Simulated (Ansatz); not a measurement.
Fluorite MgI2 (r2SCAN geometry), in Ansatz:

```cif
data_structure
_symmetry_space_group_name_H-M 'Fm-3m'
_symmetry_Int_Tables_number 225
_cell_length_a 7.5114
_cell_length_b 7.5114
_cell_length_c 7.5114
_cell_angle_alpha 90.000
_cell_angle_beta 90.000
_cell_angle_gamma 90.000
_cell_volume 423.81
loop_
_atom_site_label
_atom_site_type_symbol
_atom_site_symmetry_multiplicity
_atom_site_Wyckoff_symbol
_atom_site_fract_x
_atom_site_fract_y
_atom_site_fract_z
_atom_site_occupancy
Mg1 Mg 4 a 0.00000 0.00000 0.00000 1
I1 I 8 c 0.25000 0.75000 0.75000 1
```

G0W0@PBE with 581 empty bands, a screening cutoff of 180 eV and a 4×4×4 mesh (PAW, contour deformation) gives 1.757 eV over the mesh points, from a PBE gap of 0.605 eV; it sums over 603 bands with 561 plane waves in the screening and a wave cutoff of 420 eV. G0W0 here is at a finite number of bands, screening cutoff and k mesh, not at the basis limit. These are computed values for a spin-unpolarised cell that may be hypothetical; none is a measurement.

Question: Another run gave a Kohn-Sham gap of 0.605 eV and a G0W0 gap of 1.791 eV, summing over 1149 bands with 965 plane waves in the screening and a wave cutoff of 420 eV. What was changed?

Answer: Empty bands 1127, screening cutoff 260 eV. The counts of bands and plane waves show that both rose or fell; the cutoff follows only within a few eV.

Question: Estimate the gap with potentials of the kind norm-conserving, with them a wave cutoff of 1143 eV.

Answer: 1.600 eV (-0.157 eV), from a Kohn-Sham gap of 0.592 eV.

Question: Estimate the gap with starting point PBE0.

Answer: 2.444 eV (+0.687 eV), from a Kohn-Sham gap of 2.078 eV.

No spin-orbit coupling is included; it can move band edges with weight on the heavy atoms by tenths of an eV.

The program warns that the k mesh is coarse for exact exchange in some of these runs, so their gaps aren't converged.
